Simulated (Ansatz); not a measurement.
Crystal: RbCl.

```
Rb Cl
1.0
     0.00000    3.27400    3.27400
     3.27400    0.00000    3.27400
     3.27400    3.27400    0.00000
Rb Cl
1 1
Cartesian
  0.0000 0.0000 0.0000
  3.2740 3.2740 3.2740
```

Base run:

- Program: Ansatz 0.2.0
- Functional: PBE
- Potentials or basis: all-electron PAW datasets made for the crystal
- Cutoff: 220 eV (chosen from the basis error)
- k mesh: 6 × 6 × 6
- Occupations: fermi-dirac, width 0.05 eV
- Spin: no spin polarisation

Its results: band gap on the k mesh 5.05 eV, direct; pressure 1.2 GPa.

The run is repeated on the same cell with these changes: functional from PBE to HSE06; cutoff from 220 eV (chosen from the basis error) to 250 eV (chosen from the basis error). What comes out?

Band gap on the k mesh 6.35 eV, direct; pressure 0.9 GPa.

HSE06 gives the wider gap, since exact exchange removes part of the self-interaction.

